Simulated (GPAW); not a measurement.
CoO:

```
CELL_PARAMETERS angstrom
0.00000 2.13150 2.13150
2.13150 0.00000 2.13150
2.13150 2.13150 0.00000
ATOMIC_POSITIONS crystal
Co 0.00000 0.00000 0.00000
O 0.50000 0.50000 0.50000
```

Base run:

* Program: GPAW 26.7.0
* Functional: PBEsol
* Potentials or basis: PAW data sets generated in the run's folder for this functional
* Cutoff: 1040 eV
* Basis: pw
* k mesh: 11 × 11 × 11
* Occupations: fermi-dirac, width 0.05 eV
* Spin: collinear spin, ferromagnetic start
* Starting moments: [2.0, 0.0] μB
* Hubbard terms: Co d U = 3.5 eV

Its results: pressure -7.3 GPa; net moment 3.00 μB per cell; site moments Co +2.69; O +0.19 μB.

Task: The run is repeated on the same cell with these changes: cutoff from 1040 eV to 800 eV; hubbard terms from Co d U = 3.5 eV to Co d U = 3 eV. What comes out?

Result: Pressure -8.0 GPa; net moment 3.00 μB per cell; site moments Co +2.67; O +0.20 μB.

Caveats: a cell with one magnetic atom can't hold antiferromagnetic order, which such compounds often take.
